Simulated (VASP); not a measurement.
# AlAs (F-43m) in VASP: a series of runs

One crystal, AlAs, is run at these levels: PBE, PBEsol; tasks: equation of state.

All numbers are computed with VASP 6.6.1; they aren't measurements. Logs are shortened: lines on timing, memory, paths and dates and some standing lists are left out, and cuts for length are marked.

## 1. Starting point

Symmetry: F-43m, No. 216, cubic system. The conventional cell has a = 5.661 Å, b = 5.661 Å, c = 5.661 Å, α = 90.00°, β = 90.00°, γ = 90.00°. As (site symmetry -43m) is surrounded by 4 Al at 2.45 Å. Al (site symmetry -43m) has 4 As at 2.45 Å as nearest neighbours.

## 2. Equation of state, PBE, 21.31 Å³/atom (volume scaled by 0.94)

File INCAR:

```
PREC = Accurate
ENCUT = 520
EDIFF = 1E-7
ISMEAR = -1
SIGMA = 0.05
LREAL = False
LASPH = True
NELM = 100
ALGO = Normal
ISIF = 2
LWAVE = False
LCHARG = False
GGA = PE
NBANDS = 11
```

File KPOINTS:

```
Automatic mesh
0
Gamma
  8 8 8
```

File POSCAR:

```
AlAs
1.0
    0.0000000000      2.7726205221      2.7726205221
    2.7726205221      0.0000000000      2.7726205221
    2.7726205221      2.7726205221      0.0000000000
As Al
1 1
Direct
    0.7500000000      0.7500000000      0.7500000000
    0.0000000000      0.0000000000      0.0000000000
```

Potentials or basis: VASP PAW PBE potentials, release 64 (As, Al).

On the command line:

```console
$ cat potpaw_PBE.64/As/POTCAR potpaw_PBE.64/Al/POTCAR > POTCAR
$ mpirun -np 1 vasp_std > vasp.out
```

OUTCAR:

```text
PREC = Accurate
   ENCUT = 520
   EDIFF = 1E-7
   ISMEAR = -1
   LREAL = False
   LASPH = True
   NELM = 100
   ISIF = 2
   GGA = PE

 ion  position               nearest neighbor table
   1  0.750  0.750  0.750-   2 2.40   2 2.40   2 2.40   2 2.40
   2  0.000  0.000  0.000-   1 2.40   1 2.40   1 2.40   1 2.40

  LATTYP: Found a face centered cubic cell.
 ALAT       =     5.5452410442

  Lattice vectors:

 A1 = (   0.0000000000,   2.7726205221,   2.7726205221)
 A2 = (   2.7726205221,   0.0000000000,   2.7726205221)
 A3 = (   2.7726205221,   2.7726205221,   0.0000000000)

Analysis of symmetry for initial positions (statically):
=====================================================================
 Subroutine PRICEL returns:
 Original cell was already a primitive cell.

 Routine SETGRP: Setting up the symmetry group for a
 face centered cubic supercell.

 Subroutine GETGRP returns: Found 24 space group operations
 (whereof 24 operations were pure point group operations)
 out of a pool of 48 trial point group operations.

The static configuration has the point symmetry T_d .

Analysis of symmetry for dynamics (positions and initial velocities):
=====================================================================
 Subroutine PRICEL returns:
 Original cell was already a primitive cell.

 Routine SETGRP: Setting up the symmetry group for a
 face centered cubic supercell.

 Subroutine GETGRP returns: Found 24 space group operations
 (whereof 24 operations were pure point group operations)
 out of a pool of 48 trial point group operations.

The dynamic configuration has the point symmetry T_d .

 Subroutine INISYM returns: Found 24 space group operations
 (whereof 24 operations are pure point group operations),
 and found     1 'primitive' translations

----------------------------------------------------------------------------------------

                                     Primitive cell

  volume of cell :      42.6286

  direct lattice vectors                    reciprocal lattice vectors
     0.000000000  2.772620522  2.772620522    -0.180334812  0.180334812  0.180334812
     2.772620522  0.000000000  2.772620522     0.180334812 -0.180334812  0.180334812
     2.772620522  2.772620522  0.000000000     0.180334812  0.180334812 -0.180334812

  length of vectors
     3.921077546  3.921077546  3.921077546     0.312349056  0.312349056  0.312349056

  position of ions in fractional coordinates (direct lattice)
     0.750000000  0.750000000  0.750000000
     0.000000000  0.000000000  0.000000000

  ion indices of the primitive-cell ions
   primitive index   ion index
                 1           1
                 2           2

----------------------------------------------------------------------------------------

 KPOINTS: Automatic mesh

Automatic generation of k-mesh.
 Grid dimensions read from file:
 generate k-points for:    8    8    8

 Generating k-lattice:

  Cartesian coordinates                     Fractional coordinates (reciprocal lattice)
    -0.022541851  0.022541851  0.022541851     0.125000000  0.000000000  0.000000000
     0.022541851 -0.022541851  0.022541851     0.000000000  0.125000000  0.000000000
     0.022541851  0.022541851 -0.022541851     0.000000000  0.000000000  0.125000000

  Length of vectors
     0.039043632  0.039043632  0.039043632

  Shift w.r.t. Gamma in fractional coordinates (k-lattice)
     0.000000000  0.000000000  0.000000000

 Subroutine IBZKPT returns following result:
 ===========================================

 Found     29 irreducible k-points:

 Following reciprocal coordinates:
            Coordinates               Weight
  0.000000  0.000000  0.000000      1.000000
  0.125000  0.000000  0.000000      8.000000
  0.250000  0.000000  0.000000      8.000000
  0.375000  0.000000  0.000000      8.000000
  0.500000  0.000000  0.000000      4.000000
  0.125000  0.125000  0.000000      6.000000
[... 21 lines left out ...]
 -0.375000  0.500000  0.125000     12.000000
 -0.250000  0.500000  0.250000      6.000000
   k-points           NKPTS =     29   k-points in BZ     NKDIM =     29   number of bands    NBANDS=     11
   number of dos      NEDOS =    301   number of ions     NIONS =      2
   total plane-waves  NPLWV =  27000
   dimension x,y,z NGX =    30 NGY =   30 NGZ =   30
   dimension x,y,z NGXF=    60 NGYF=   60 NGZF=   60
   ions per type =               1   1
   NGX,Y,Z   is equivalent  to a cutoff of  12.72, 12.72, 12.72 a.u.
   NGXF,Y,Z  is equivalent  to a cutoff of  25.44, 25.44, 25.44 a.u.
 SYSTEM =  unknown system
   PREC   = accura    normal or accurate (medium, high low for compatibility)
   ISTART =      0    job   : 0-new  1-cont  2-samecut
   ICHARG =      2    charge: 1-file 2-atom 10-const
   ISPIN  =      1    spin polarized calculation?
   LNONCOLLINEAR =      F non collinear calculations
   LSORBIT =      F    spin-orbit coupling
   LASPH  =      T    aspherical Exc in radial PAW
   ENCUT  =  520.0 eV  38.22 Ry    6.18 a.u.   7.29  7.29  7.29*2*pi/ulx,y,z
   NELM   =    100;   NELMIN=  2; NELMDL= -5     # of ELM steps
   EDIFF  = 0.1E-06   stopping-criterion for ELM
   LREAL  =      F    real-space projection
   EDIFFG = 0.1E-05   stopping-criterion for IOM
   NSW    =      0    number of steps for IOM
   IBRION =     -1    ionic relax: 0-MD 1-quasi-New 2-CG
   NFREE  =      0    steps in history (QN), initial steepest desc. (CG)
   ISIF   =      2    stress and relaxation
   ISYM   =      2    0-nonsym 1-usesym 2-fastsym
   POTIM  = 0.5000    time-step for ionic-motion
   TEBEG  =    0.0;   TEEND  =   0.0 temperature during run
   PSTRESS=    0.0 pullay stress
   NELECT =       8.0000    total number of electrons
   NUPDOWN=      -1.0000    fix difference up-down
   EMIN   =  10.00;   EMAX   =-10.00  energy-range for DOS
   EFERMI =   0.00;   METHOD = LEGACY
   ISMEAR =    -1;   SIGMA  =   0.05  broadening in eV -4-tet -1-fermi 0-gaus
   EFERMI_NEDOS =   21; number of points for ismear=-14 and -15
   IALGO  =     38    algorithm
   IMIX   =      4    mixing-type and parameters
     AMIX     =   0.40;   BMIX     =  1.00
     AMIX_MAG =   1.60;   BMIX_MAG =  1.00
  volume/ion in A,a.u.               =      21.31       143.84
  Fermi-wavevector in a.u.,A,eV,Ry     =   0.937284  1.771209 11.952728  0.878501
  Thomas-Fermi vector in A             =   2.064379
   LORBIT       =      0    0 simple, 1 ext, 2 COOP (PROOUT), +10 PAW based schemes
   GGA     = PE    functional components
   LHFCALC =     F    Hartree Fock is set to
   AEXX    =    0.0000 exact exchange contribution
   IVDW    =     0    specifies the selected vdW correction
   LEPSILON=     F    determine dielectric tensor
   LRPA    =     F    only Hartree local field effects (RPA)
 non-spin polarized calculation
  energy-cutoff  :      520.00
  volume of cell :       42.63
 maximum number of plane-waves:      1174
 NGX is ok and might be reduce to    30
   NGX = 15   NGY = 15   NGZ = 15

 number of electron       8.0000000 magnetization

 Free energy of the ion-electron system (eV)
  ---------------------------------------------------
  ext. energy  EPLUGINS =         0.00000000
  ---------------------------------------------------
  free energy    TOTEN  =        -9.28159367 eV

  energy without entropy =       -9.28159363  energy(sigma->0) =       -9.28159365

 E-fermi :   5.0983     XC(G=0):  -9.2849

 val. band max:        4.4317373270   @ k =   0.0000   0.0000   0.0000
 cond. band min:       5.7514828802   @ k =   0.5000   0.5000   0.0000
 fundamental gap:      1.3197455532
 Fermi energy:         5.0982931035

 k-point     1 :       0.0000    0.0000    0.0000
  band No.  band energies     occupation
      1      -7.7935      2.00000
      2       4.4317      2.00000
      3       4.4317      2.00000
      4       4.4317      2.00000
      5       6.9951      0.00000
      6       8.8254      0.00000
      7       8.8254      0.00000
      8       8.8254      0.00000
      9      13.5640      0.00000
     10      13.5640      0.00000
     11      13.6470      0.00000

 k-point     2 :       0.1250    0.0000    0.0000
  band No.  band energies     occupation
      1      -7.6280      2.00000
      2       2.9948      2.00000
      3       4.2604      2.00000
      4       4.2604      2.00000
      5       7.6176      0.00000
      6       9.1242      0.00000
      7       9.1242      0.00000
      8       9.3524      0.00000
      9      12.9241      0.00000
     10      12.9241      0.00000
     11      14.3539      0.00000

 k-point     3 :       0.2500    0.0000    0.0000
  band No.  band energies     occupation
      1      -7.1656      2.00000
      2       0.9291      2.00000
      3       3.9248      2.00000
      4       3.9248      2.00000
      5       7.3143      0.00000
      6       9.4572      0.00000
      7       9.4572      0.00000
      8      11.2696      0.00000
      9      12.8364      0.00000
     10      12.8364      0.00000
     11      14.0251      0.00000

 k-point     4 :       0.3750    0.0000    0.0000
  band No.  band energies     occupation
      1      -6.5572      2.00000
      2      -0.7318      2.00000
      3       3.6586      2.00000
      4       3.6586      2.00000
      5       6.9459      0.00000
      6       9.2895      0.00000
      7       9.2895      0.00000
      8      12.3374      0.00000
      9      14.2371      0.00000
     10      14.2371      0.00000
     11      14.6149      0.00000
[... 309 lines left out ...]
 k-point    27 :      -0.2500    0.3750    0.1250
  band No.  band energies     occupation
      1      -5.8068      2.00000
      2      -0.7343      2.00000
      3       0.8362      2.00000
      4       2.4097      2.00000
      5       8.1503      0.00000
      6       9.8729      0.00000
      7      10.7045      0.00000
      8      12.4519      0.00000
      9      13.3742      0.00000
     10      14.6864      0.00000
     11      18.9658      0.00000

 k-point    28 :      -0.3750    0.5000    0.1250
  band No.  band energies     occupation
      1      -5.5918      2.00000
      2      -1.0563      2.00000
      3       1.5455      2.00000
      4       1.7064      2.00000
      5       6.8859      0.00000
      6       7.8976      0.00000
      7      12.8732      0.00000
      8      13.6489      0.00000
      9      15.4488      0.00000
     10      17.2024      0.00000
     11      17.4321      0.00000

 k-point    29 :      -0.2500    0.5000    0.2500
  band No.  band energies     occupation
      1      -5.5720      2.00000
      2      -0.8305      2.00000
      3       1.0081      2.00000
      4       1.3925      2.00000
      5       8.7769      0.00000
      6      10.3639      0.00000
      7      10.3959      0.00000
      8      10.5529      0.00000
      9      15.4888      0.00000
     10      17.2049      0.00000
     11      17.4915      0.00000

------------------------ aborting loop because EDIFF is reached ----------------------------------------

  FORCE on cell =-STRESS in cart. coord.  units (eV):
  Direction    XX          YY          ZZ          XY          YZ          ZX
  --------------------------------------------------------------------------------------
  -------------------------------------------------------------------------------------
  Total        2.2141393      2.2141393      2.2141393      0.0000000      0.0000000      0.0000000
  in kB       83.2174169     83.2174169     83.2174169      0.0000000      0.0000000      0.0000000
  external PRESSURE =      83.2174169 kB  Pullay stress =       0.0000000 kB

 VOLUME and BASIS-vectors are now :
 -----------------------------------------------------------------------------
  energy-cutoff  :      520.00
  volume of cell :       42.63
      direct lattice vectors                 reciprocal lattice vectors
     0.000000000  2.772620522  2.772620522    -0.180334812  0.180334812  0.180334812
     2.772620522  0.000000000  2.772620522     0.180334812 -0.180334812  0.180334812
     2.772620522  2.772620522  0.000000000     0.180334812  0.180334812 -0.180334812

 POSITION                                       TOTAL-FORCE (eV/Angst)
 -----------------------------------------------------------------------------------
      4.15893      4.15893      4.15893         0.000000      0.000000      0.000000
      0.00000      0.00000      0.00000        -0.000000     -0.000000     -0.000000
 -----------------------------------------------------------------------------------
    total drift:                                0.000000      0.000000      0.000000

  FREE ENERGIE OF THE ION-ELECTRON SYSTEM (eV)
  ---------------------------------------------------
  free  energy   TOTEN  =        -9.2815936669 eV

  energy  without entropy=       -9.2815936305  energy(sigma->0) =       -9.28159365
```

Wall time 18 s (1 thread of Intel Xeon Platinum 8488C (Sapphire Rapids), shared host); peak memory 0.17 GiB.

Results:

```
Free energy            : -9.2816 eV
Pressure               : 8.3 GPa
Band gap on the k mesh : 1.32 eV, indirect (least direct gap 2.56 eV)
```

## 3. Equation of state, PBE, 21.77 Å³/atom (volume scaled by 0.96)

File INCAR:

```
SYSTEM = AlAs
PREC = Accurate
ENCUT = 520
EDIFF = 1E-7
ISMEAR = -1
SIGMA = 0.05
LREAL = .False.
LASPH = .True.
NELM = 80
ALGO = Normal
ISIF = 2
LWAVE = .False.
LCHARG = .False.
GGA = PE
NBANDS = 11
```

File KPOINTS:

```
regular mesh
0
Gamma
  8 8 8
  0 0 0
```

File POSCAR:

```
AlAs
1.0
    0.0000000000      2.7921466621      2.7921466621
    2.7921466621      0.0000000000      2.7921466621
    2.7921466621      2.7921466621      0.0000000000
As Al
1 1
Direct
    0.7500000000      0.7500000000      0.7500000000
    0.0000000000      0.0000000000      0.0000000000
```

Potentials or basis: VASP PAW PBE potentials, release 64 (As, Al).

On the command line:

```console
$ cat potpaw_PBE.64/As/POTCAR potpaw_PBE.64/Al/POTCAR > POTCAR
$ mpirun -np 1 vasp_std > vasp.out
```

It took 14 s on 1 thread of Intel Xeon Platinum 8488C (Sapphire Rapids), shared host; peak memory 0.16 GiB.

It converged, with:

```yaml
Free_energy: -9.3228 eV
Pressure: 6.3 GPa
Band_gap_on_the_k_mesh: 1.36 eV, indirect (least direct gap 2.39 eV)
```

(Continued in part 2 of 2.)
